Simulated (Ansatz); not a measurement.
Set up this calculation in Ansatz 0.2.0, as the native input.

```
Task                : single point
Functional          : PBE
Potentials or basis : Ansatz PAW
Cutoff              : 420 eV (not typed: the program's choice for these potentials)
k mesh              : 11 × 11 × 10
Occupations         : gaussian, width 0.021 eV
Spin                : no spin polarisation
```

The system is Ge.

```
Ge
1.0
     1.39715   -2.60052    0.00000
     1.39715    2.60052    0.00000
     0.00000    0.00000    2.69823
Ge
1
Direct
  0.50000 0.50000 0.00000
```

This isn't the form of Ge at room conditions, which is diamond.

One way to write it, as run:

input.yaml

```yaml
crystal:
  lattice:
    - [1.397149, -2.600516, 0.0]
    - [1.397149, 2.600516, 0.0]
    - [0.0, 0.0, 2.698231]
  atoms:
    - { symbol: Ge, position: [0.5, 0.5, 0.0] }
hamiltonian:
  xc: pbe
  pseudopotentials: { kind: paw }
kpoints:
  mp_grid: { grid: [11, 11, 10] }
scf:
  occupations: { method: gaussian, width: 0.021 }
output:
  forces: true
  stress: true
  eigenvalues: true
```

Potentials or basis: Ansatz PAW.

Command:

```bash
$ ansatz run input.yaml --threads 2 --pin off --max-ram 5632MiB --backend cpu --events-out ev --progress --plain --runs-dir out
```

Results of the run:

```json
{
  "Pressure": "-0.6 GPa",
  "Band gap on the k mesh": "none (metal or under the smearing width)"
}
```

It took 1.1 s on 2 threads of Arm Neoverse V2, on a shared host, peak memory 0.32 GiB.
